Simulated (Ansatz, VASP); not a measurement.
Ta: VASP beside Ansatz

File INCAR:

```
SYSTEM = Ta
ALGO = Fast
EDIFF = 1E-6
EDIFFG = -0.001
ENCUT = 600
GGA = PS
IBRION = 2
ISIF = 3
ISMEAR = -1
LASPH = .True.
LCHARG = .False.
LREAL = .False.
LWAVE = .False.
NELM = 60
NSW = 80
PREC = Accurate
SIGMA = 0.15
```

File KPOINTS:

```
k-points
0
Gamma
  20 20 20
  0 0 0
```

POSCAR

```
Ta
1.0
   -1.6402597623      1.6402597623      1.6402597623
    1.6402597623     -1.6402597623      1.6402597623
    1.6402597623      1.6402597623     -1.6402597623
Ta
1
Direct
    0.0000000000      0.0000000000      0.0000000000
```

Input for Ansatz:

```yaml
crystal:
  lattice:
    - [-1.6402597623, 1.6402597623, 1.6402597623]
    - [1.6402597623, -1.6402597623, 1.6402597623]
    - [1.6402597623, 1.6402597623, -1.6402597623]
  atoms:
    - { symbol: Ta, position: [0.0, 0.0, 0.0] }
basis:
  ecutwfc: 420
kpoints:
  mp_grid: { grid: [20, 20, 20] }
hamiltonian:
  xc: pbesol
scf:
  occupations: { method: fermi_dirac, width: 0.15 }
output:
  forces: true
  stress: true
  eigenvalues: true
relax:
  adjacent_minimum: "off"
  f_tol: 0.001
  max_steps: 60
  cell: { stress_tol: 0.01 }
```

Alike in both runs: task relaxation of cell and atoms; functional PBEsol; k mesh 20 × 20 × 20; occupations fermi-dirac, width 0.15 eV; no spin polarisation.

|  | VASP | Ansatz |
| --- | --- | --- |
| version | VASP 6.6.1 | Ansatz 0.2.0 |
| potentials or method | VASP PAW PBE potentials, release 64 (Ta_pv) | scalar-relativistic, plane waves, PAW |
| plane-wave cutoff (eV) | 600 | 420 |
| valence electrons in the cell | 11 | 13 |

```csv
,VASP,Ansatz,Ansatz less VASP
"gap on the k mesh at the Fermi level, each at its own relaxed structure (eV)",none,none,-
relaxed volume (Å³/atom),17.72,17.70,-0.017
relaxed cell length with the largest relative difference (Å),2.845,2.844,-0.0009
```

A gap of «none» marks a metal or a gap that the smearing closes. The two sets of potentials don't hold the same shells in valence.

Caveats: the PAW data sets were made with another functional, which shifts forces and pressure a little (VASP). The runs have no spin-orbit coupling, so splittings on Ta are missing. Zero-point motion and thermal expansion aren't in these numbers.
